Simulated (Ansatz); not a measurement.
# ZnSe: the cost of one run

Method: DFT PBE, scalar-relativistic, plane waves, PAW, in Ansatz 0.2.0.

4 further runs of the same task are left out: 4 set aside as unsound or not needed.

### 1 The starting structure

The cell holds 32 atoms (CuSe16Zn15): a = 9.928 Å, b = 9.928 Å, c = 9.928 Å, α = 109.47°, β = 109.47°, γ = 109.47°.

The coordinates of this cell stand in the input of its own run.

The host was relaxed before at PBE: a = 5.732 Å, b = 5.732 Å, c = 5.732 Å, α = 90.00°, β = 90.00°, γ = 90.00° (conventional cell), 23.538 Å³/atom.

Places, in fractions of the supercell: Cu in place of Zn at (0.750, 0.750, 0.500). The start keeps the symmetry of the ideal site.

### 2 Band edges of the host over the zone

Input file input.yaml:

```yaml
crystal:
  lattice:
    - [0.0, 2.8658805878, 2.8658805878]
    - [2.8658805878, 0.0, 2.8658805878]
    - [2.8658805878, 2.8658805878, 0.0]
  atoms:
    - { symbol: Zn, position: [0.0, 0.0, 0.0] }
    - { symbol: Se, position: [0.75, 0.75, 0.75] }
basis:
  ecutwfc: 420
  xc_grid: 2
kpoints:
  mp_grid: { grid: [8, 8, 8] }
  band_path: { path: [VBM, CBM], npoints: 2 }
hamiltonian:
  xc: pbe
scf:
  occupations: { method: gaussian, width: 0.02 }
output:
  forces: true
  stress: true
  eigenvalues: true
```

Started as:

```console
ansatz run input.yaml --threads 8 --pin off --max-ram 16384MiB --backend cpu --events-out ev --progress --plain --runs-dir out
```

**Question.** How long does this run take on 8 threads of Arm Neoverse V1, shared host, and how much memory does it need?

About 1.2 s, with a peak of 0.39 GiB.
